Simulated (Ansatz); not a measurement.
# AlN (P6_3mc) in Ansatz: further runs

The runs below take AlN through single point, equation of state, with BLYP.

Everything below comes from runs of Ansatz 0.2.0. Logs are shortened: lines on timing, memory, paths and dates and some standing lists are left out, and cuts for length are marked.

## (1) The structure

The structure is hexagonal, space group P6_3mc (No. 186). Conventional cell: a = 3.113 Å, b = 3.113 Å, c = 4.981 Å, α = 90.00°, β = 90.00°, γ = 120.00°. Around Al (site symmetry 3m) lie 4 N at 1.89 Å. N (site symmetry 3m) has 4 Al at 1.89 Å as nearest neighbours.

## (2) Single point, BLYP, 9.82 Å³/atom (volume scaled by 0.94)

File input.yaml:

```yaml
crystal:
  lattice:
    - [3.0494515564, 0.0, 0.0]
    - [-1.5247257782, 2.6409025155, 0.0]
    - [0.0, 0.0, 4.8793184075]
  atoms:
    - { symbol: Al, position: [0.6666666667, 0.3333333333, 0.5] }
    - { symbol: Al, position: [0.3333333333, 0.6666666667, 0.0] }
    - { symbol: "N", position: [0.6666666667, 0.3333333333, 0.88] }
    - { symbol: "N", position: [0.3333333333, 0.6666666667, 0.38] }
hamiltonian:
  xc: blyp
  pseudopotentials: { kind: paw }
kpoints:
  mp_grid: { grid: [10, 10, 6] }
scf:
  occupations: { method: fermi_dirac, width: 0.05 }
output:
  forces: true
  stress: true
  eigenvalues: true
```

Potentials or basis: Ansatz PAW.

Command:

```console
$ ansatz run input.yaml --threads 2 --pin off --max-ram 5120MiB --backend cpu --events-out ev --progress --plain --runs-dir out
```

Log:

```text
Warning: RAYON_NUM_THREADS=2 ignored (pool sized by the plan → 2); use --threads N
Engine: ansatz 0.2.0, aarch64-unknown-linux-gnu
Pseudopotentials: kind: paw
Pseudopotential: Al, paw, valence charge 3, recommended cutoff 420 eV (normal), Al.paw.azcp
Pseudopotential: N, paw, valence charge 5, recommended cutoff 420 eV (normal), N.paw.azcp
Functional definition: BLYP
  parameter beta = 0.0042
  parameter a = 0.04918
  parameter b = 0.132
  parameter c = 0.2533
  parameter d = 0.349
  exchange = b88_x(beta = beta)
  correlation = lyp_c(a = a, b = b, c = c, d = d)
Crystal: 4 atoms, lattice volume = 39.295 Å³
Basis set: ecut = 420 eV, 761 PW (Γ), exchange–correlation on 48×48×72 points (8 copies of the dense FFT grid, shifted against one another)
Bands: 12, of which v1, the nominal top of the filled ones, is band 8 counted from 1 (7 counted from 0)
Symmetry: 12 space group operations
Space group: P63mc (ITA 186), of the structure as read, at distance tolerance 3.4e-5 Å
k-points: 56 of 600 (time reversal used)
Non-local potential: Al, projectors of the file, l = 0: 2, l = 1: 2, l = 2: 1
Non-local potential: N, projectors of the file, l = 0: 2, l = 1: 2, l = 2: 1
PAW form: soft (Blöchl's): semilocal exchange-correlation on the pseudo side does not see the compensation charge
PAW frozen core: Al, regenerated for the run's functional, and the local potential with it (the file was generated under x = pbe(κ = 0.804, μ = 0.2195149727645171), c = pbe(β = 0.06672455060314922))
PAW frozen core: N, regenerated for the run's functional, and the local potential with it (the file was generated under x = pbe(κ = 0.804, μ = 0.2195149727645171), c = pbe(β = 0.06672455060314922))
PAW one-centre angular grid: Al, 110 points (default); XC on 64 Gauss nodes
PAW one-centre angular grid: N, 110 points (default); XC on 64 Gauss nodes
Initial density: superposition of atomic densities (neutral atoms: chi_scale 0, normalization atom), corrected by the library's trained network
Initial wavefunctions: pseudopotential atomic-orbital guess
Functional: x = b88, c = lyp
SCF iter   1: F=—  HF=-1858.054877 eV  |F-HF|=—  |Δ(HF+E_count)|=         —  Δρ=1.94e-2  dr2=1.32e-1  ethr=1.77e-3  ⟨swp⟩=5.6  Hψ=4404  notcnv=0
preconditioner: auto → none  [insulator: Δε(μ)=5.204 eV  Ē_g=13.912 eV  σ=0.050 eV  W_gap=1.00  n_scr=2 (ndim 8)  ℏωp=23.7 eV  f_vac=0.000  D(μ)=0.00/eV (n_scr^D=0)  ε∞_Penn≈3.9]
SCF iter   2: F=—  HF=-1858.014320 eV  |F-HF|=—  |Δ(HF+E_count)|=   4.06e-2  Δρ=1.94e-3  dr2=1.68e-3  ethr=8.26e-4  ⟨swp⟩=2.9  Hψ=1741  notcnv=0
SCF iter   3: F=—  HF=-1858.014004 eV  |F-HF|=—  |Δ(HF+E_count)|=   3.17e-4  Δρ=6.19e-4  dr2=1.46e-4  ethr=1.05e-5  ⟨swp⟩=2.1  Hψ=1087  notcnv=0
SCF iter   4: F=—  HF=-1858.014028 eV  |F-HF|=—  |Δ(HF+E_count)|=   2.46e-5  Δρ=5.93e-5  dr2=6.37e-7  ethr=9.09e-7  ⟨swp⟩=2.8  Hψ=1209  notcnv=0
SCF iter   5: F=—  HF=-1858.014176 eV  |F-HF|=—  |Δ(HF+E_count)|=   1.48e-4  Δρ=1.33e-5  dr2=4.82e-8  ethr=6.25e-10  ⟨swp⟩=3.0  Hψ=2781  notcnv=0
SCF iter   6: F=-1858.014176 eV  HF=-1858.014176 eV  |F-HF|=4.49e-10  |Δ(HF+E_count)|=   8.25e-9  Δρ=2.15e-6  dr2=6.04e-10  ethr=3.01e-10  ⟨swp⟩=2.0  Hψ=2292  notcnv=0
SCF 1 converged in 6 iterations: F = -1858.014176 eV  dr2 = 6.04e-10
SCF converged after 6 iterations
Free energy (F): -1858.014176 eV
Harris-Foulkes:  -1858.014176 eV  (|F-HF|=4.49e-10)
Internal energy: -1858.014176 eV  (E = F + TS)
E sigma→0 (E₀):  -1858.014176 eV
Fermi energy:    10.750780 eV
--- Per-component energies (eV) ---
  E_band       = 46.354479
  E_kinetic    = 326.846336
  E_local      = -444.023674  (includes V_loc(G=0)·N_el)
  E_nonlocal   = 114.539569
  E_hartree    = 156.017628
  E_xc         = -202.336316
  E_vxc        = -213.948325  (∫ρ·V_xc dr)
  E_paw        = -1205.093614  (= ΣΔE_a)
  E_vpaw       = -49.094509  (= ΣTr[D̂ρ^β])
  E_aug_tail   = 0.000193  (compensation charges beyond the density's cutoff)
  E_ewald      = -603.993120
  E_core_change = 0.028823  (= ΣΔE_core)
  E_smearing   = -0.000000  (= −TS)
  E_closure    = 0.000000  (closes the sum)
  Σ components = -1858.014176   (vs F -1858.014176, Δ=0.00e0)
--- Forces (eV/Å), atoms counted from 1 ---
  atom   1  Al     0.00000000    -0.00000000    -0.16312728
  atom   2  Al    -0.00000000     0.00000000    -0.16312728
  atom   3  N     -0.00000000     0.00000000     0.16312340
  atom   4  N      0.00000000    -0.00000000     0.16312340
  max |Σ_I F_I| component: 7.76e-6 eV/Å
--- Stress (GPa, compression-positive) ---
       20.712489       0.000000       0.000000
        0.000000      20.712489       0.000000
        0.000000       0.000000      22.426435
  P = ⅓ Tr σ = 21.2838 GPa (212.838 kbar)
--- Band table (eV; the first three rows and the last of 56) ---
  k-point 0: bands = ["-7.2315", "-4.9326", "2.0842", "7.3362", "7.3362", "7.9881", "7.9881", "8.1800", "13.2591", "15.5908", "19.5480", "19.9307"]
  k-point 1: bands = ["-7.1188", "-5.1583", "2.4760", "7.3776", "7.3776", "7.6093", "7.9418", "7.9418", "13.7130", "15.6652", "19.3666", "19.8935"]
  k-point 2: bands = ["-6.7917", "-5.6908", "3.4962", "6.3310", "7.4922", "7.4922", "7.8179", "7.8179", "14.6323", "15.7442", "19.0753", "19.9410"]
  k-point 55: bands = ["-4.5451", "-4.5451", "3.2042", "3.2042", "4.4786", "4.4786", "7.3714", "7.3714", "15.7976", "15.7976", "17.0411", "17.0411"]
```

It took 1.3 s on 2 threads of Arm Neoverse V2, shared host; peak memory 0.31 GiB.

Results:

* Free energy: -1858.0142 eV
* Pressure: 21.3 GPa
* Largest force: 0.163 eV/Å
* Band gap on the k mesh: 5.08 eV, direct

Caveat: the pressure holds a Pulay correction of +0.6 GPa for the finite cutoff; the PAW data sets come from PBE, with cores solved anew for the run's functional, which leaves a small shift of forces and pressure.

## (3) Single point, BLYP, 10.03 Å³/atom (volume scaled by 0.96)

input.yaml, as its differences from that of step 2:

```diff
@@ -2,5 +2,5 @@
   lattice:
-    - [3.0494515564, 0.0, 0.0]
-    - [-1.5247257782, 2.6409025155, 0.0]
-    - [0.0, 0.0, 4.8793184075]
+    - [3.070927275, 0.0, 0.0]
+    - [-1.5354636375, 2.6595010333, 0.0]
+    - [0.0, 0.0, 4.9136809369]
   atoms:
```

Potentials or basis: Ansatz PAW.

Command:

```console
$ ansatz run input.yaml --threads 2 --pin off --max-ram 5120MiB --backend cpu --events-out ev --progress --plain --runs-dir out
```

Run time: 1.3 s. Hardware: 2 threads of Arm Neoverse V2, shared host; peak memory 0.31 GiB.

The run converged. Its results:

* Free energy: -1858.1110 eV
* Pressure: 15.9 GPa
* Largest force: 0.145 eV/Å
* Band gap on the k mesh: 4.88 eV, direct

Caveat: the pressure holds a Pulay correction of +0.6 GPa for the finite cutoff; the PAW data sets come from PBE, with cores solved anew for the run's functional, which leaves a small shift of forces and pressure.

## (4) Single point, BLYP, 10.24 Å³/atom (volume scaled by 0.98)

input.yaml, as its differences from that of step 3:

```diff
@@ -2,5 +2,5 @@
   lattice:
-    - [3.070927275, 0.0, 0.0]
-    - [-1.5354636375, 2.6595010333, 0.0]
-    - [0.0, 0.0, 4.9136809369]
+    - [3.092106753, 0.0, 0.0]
+    - [-1.5460533765, 2.6778429994, 0.0]
+    - [0.0, 0.0, 4.9475694625]
   atoms:
```

Command:

```console
$ ansatz run input.yaml --threads 2 --pin off --max-ram 5120MiB --backend cpu --events-out ev --progress --plain --runs-dir out
```

Run time: 1.3 s. Hardware: 2 threads of Arm Neoverse V2, shared host; peak memory 0.32 GiB.

The run converged. Its results:

| Item | Value |
| --- | --- |
| Free energy | -1858.1811 eV |
| Pressure | 11.0 GPa |
| Largest force | 0.129 eV/Å |
| Band gap on the k mesh | 4.69 eV, direct |

Caveat: the pressure holds a Pulay correction of +0.6 GPa for the finite cutoff; the PAW data sets come from PBE, with cores solved anew for the run's functional, which leaves a small shift of forces and pressure.

## (5) Single point, BLYP, 10.45 Å³/atom

input.yaml, as its differences from that of step 4:

```diff
@@ -2,5 +2,5 @@
   lattice:
-    - [3.092106753, 0.0, 0.0]
-    - [-1.5460533765, 2.6778429994, 0.0]
-    - [0.0, 0.0, 4.9475694625]
+    - [3.113, 0.0, 0.0]
+    - [-1.5565, 2.695937082, 0.0]
+    - [0.0, 0.0, 4.981]
   atoms:
```

Command:

```console
$ ansatz run input.yaml --threads 2 --pin off --max-ram 5120MiB --backend cpu --events-out ev --progress --plain --runs-dir out
```

Run time: 1.2 s. Hardware: 2 threads of Arm Neoverse V2, shared host; peak memory 0.31 GiB.

The run converged. Its results:

```yaml
Free_energy: -1858.2269 eV
Pressure: 6.6 GPa
Largest_force: 0.113 eV/Å
Band_gap_on_the_k_mesh: 4.51 eV, direct
```

Caveat: the pressure holds a Pulay correction of +0.6 GPa for the finite cutoff; the PAW data sets come from PBE, with cores solved anew for the run's functional, which leaves a small shift of forces and pressure.

## (6) Single point, BLYP, 10.66 Å³/atom (volume scaled by 1.02)

input.yaml, as its differences from that of step 5:

```diff
@@ -2,5 +2,5 @@
   lattice:
-    - [3.113, 0.0, 0.0]
-    - [-1.5565, 2.695937082, 0.0]
-    - [0.0, 0.0, 4.981]
+    - [3.1336164949, 0.0, 0.0]
+    - [-1.5668082474, 2.7137914903, 0.0]
+    - [0.0, 0.0, 5.0139877163]
   atoms:
```

Potentials or basis: Ansatz PAW.

Command:

```console
$ ansatz run input.yaml --threads 2 --pin off --max-ram 5120MiB --backend cpu --events-out ev --progress --plain --runs-dir out
```

Wall time 1.3 s (2 threads of Arm Neoverse V2, shared host); peak memory 0.32 GiB.

It converged, with:

* Free energy: -1858.2507 eV
* Pressure: 2.6 GPa
* Largest force: 0.098 eV/Å
* Band gap on the k mesh: 4.33 eV, direct

Caveat: the pressure holds a Pulay correction of +0.6 GPa for the finite cutoff; the PAW data sets come from PBE, with cores solved anew for the run's functional, which leaves a small shift of forces and pressure.

## (7) Single point, BLYP, 10.87 Å³/atom (volume scaled by 1.04)

input.yaml, as its differences from that of step 6:

```diff
@@ -2,5 +2,5 @@
   lattice:
-    - [3.1336164949, 0.0, 0.0]
-    - [-1.5668082474, 2.7137914903, 0.0]
-    - [0.0, 0.0, 5.0139877163]
+    - [3.1539652241, 0.0, 0.0]
+    - [-1.576982612, 2.7314140067, 0.0]
+    - [0.0, 0.0, 5.0465469904]
   atoms:
```

Command:

```console
$ ansatz run input.yaml --threads 2 --pin off --max-ram 5120MiB --backend cpu --events-out ev --progress --plain --runs-dir out
```

It took 1.3 s on 2 threads of Arm Neoverse V2, shared host; peak memory 0.32 GiB.

It converged, with:

```
Free energy            : -1858.2543 eV
Pressure               : -1.1 GPa
Largest force          : 0.085 eV/Å
Band gap on the k mesh : 4.16 eV, direct
```

Caveat: the pressure holds a Pulay correction of +0.6 GPa for the finite cutoff; the PAW data sets come from PBE, with cores solved anew for the run's functional, which leaves a small shift of forces and pressure.

## (8) Single point, BLYP, 11.08 Å³/atom (volume scaled by 1.06)

input.yaml, as its differences from that of step 7:

```diff
@@ -2,5 +2,5 @@
   lattice:
-    - [3.1539652241, 0.0, 0.0]
-    - [-1.576982612, 2.7314140067, 0.0]
-    - [0.0, 0.0, 5.0465469904]
+    - [3.1740547162, 0.0, 0.0]
+    - [-1.5870273581, 2.7488120173, 0.0]
+    - [0.0, 0.0, 5.0786914685]
   atoms:
```

Command:

```console
$ ansatz run input.yaml --threads 2 --pin off --max-ram 5120MiB --backend cpu --events-out ev --progress --plain --runs-dir out
```

Wall time 1.3 s (2 threads of Arm Neoverse V2, shared host); peak memory 0.32 GiB.

Results (log left out):

```yaml
Free_energy: -1858.2398 eV
Pressure: -4.4 GPa
Largest_force: 0.072 eV/Å
Band_gap_on_the_k_mesh: 3.99 eV, direct
```

Caveat: the pressure holds a Pulay correction of +0.6 GPa for the finite cutoff; the PAW data sets come from PBE, with cores solved anew for the run's functional, which leaves a small shift of forces and pressure.

## (9) Equation of state, BLYP

Potentials or basis: Ansatz PAW.

No new run: the results of the series are fitted here.

What came out:

* Equilibrium volume: 10.80 Å³/atom
* Bulk modulus at fixed shape and positions: 186 GPa
* Pressure derivative of the bulk modulus: 3.9

Energy against volume, from the lowest point:
```csv
volume (Å³/atom),energy (meV/atom)
9.824,60.03
10.033,35.83
10.242,18.30
10.451,6.86
10.660,0.91
10.869,0.00
11.078,3.63
```

Caveat: the potentials were made for another functional, which shifts forces and pressure; the cell was scaled at fixed shape and fractional positions, which overstates the stiffness of a crystal with free parameters, most of all of layers and chains.
